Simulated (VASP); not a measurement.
Set up this calculation in VASP 6.6.1, as the native input.

| Property | Result |
| --- | --- |
| Task | relaxation of cell and atoms |
| Functional | PBEsol |
| Potentials or basis | VASP PAW PBE potentials, release 64 (Si, O) |
| Cutoff | 600 eV |
| k mesh | 8 × 8 × 10 |
| Occupations | gaussian, width 0.03 eV |
| Spin | no spin polarisation |
| Further INCAR settings | ALGO = Normal; EDIFF = 1e-06; IBRION = 2; EDIFFG = -0.01; NSW = 90; ISIF = 3 |

The structure of SiO2 (Stishovite) lies in POSCAR:

```
SiO2
1.0
    4.1773000000      0.0000000000      0.0000000000
    0.0000000000      4.1773000000      0.0000000000
    0.0000000000      0.0000000000      2.6652000000
Si O
2 4
Direct
    0.0000000000      0.0000000000      0.0000000000
    0.5000000000      0.5000000000      0.5000000000
    0.3059000000      0.3059000000      0.0000000000
    0.1941000000      0.8059000000      0.5000000000
    0.6941000000      0.6941000000      0.0000000000
    0.8059000000      0.1941000000      0.5000000000
```

One way to write it, as run:

INCAR

```
  PREC = Accurate
  ENCUT = 600
  EDIFF = 1E-6
  ISMEAR = 0
  SIGMA = 0.03
  LREAL = F
  LASPH = T
  NELM = 80
  ALGO = Normal
  ISIF = 3
  LWAVE = F
  LCHARG = F
  GGA = PS
  IBRION = 2
  NSW = 90
  EDIFFG = -0.01
  KPAR = 2
```

KPOINTS

```
regular mesh
0
Gamma
  8 8 10
```

Potentials or basis: VASP PAW PBE potentials, release 64 (Si, O).

Command:

```sh
$ cat potpaw_PBE.64/Si/POTCAR potpaw_PBE.64/O/POTCAR > POTCAR
$ mpirun -np 2 vasp_std > vasp.out
```

It gave:

| Quantity | Value |
| --- | --- |
| Relaxed volume | 7.86 Å³/atom |
| Relaxed cell | a = 4.192 Å, b = 4.192 Å, c = 2.683 Å, α = 90.00°, β = 90.00°, γ = 90.00° |
| Space group after relaxing (to 0.05 Å) | P4_2/mnm (No. 136) |
| Energy gained by relaxing | 1.6 meV/atom |
| Ionic steps | 5 |
| Pressure after relaxing | 0.0 GPa |
| Band gap on the k mesh | 5.34 eV, direct |

Caveat: the PAW data sets were made with another functional, which shifts forces and pressure a little.

It took 100 s on 2 MPI ranks on Intel(R) Xeon(R) Platinum 8259CL CPU @ 2.50GHz (Skylake/Cascade Lake), with other jobs on the host, peak memory 0.22 GiB a rank.
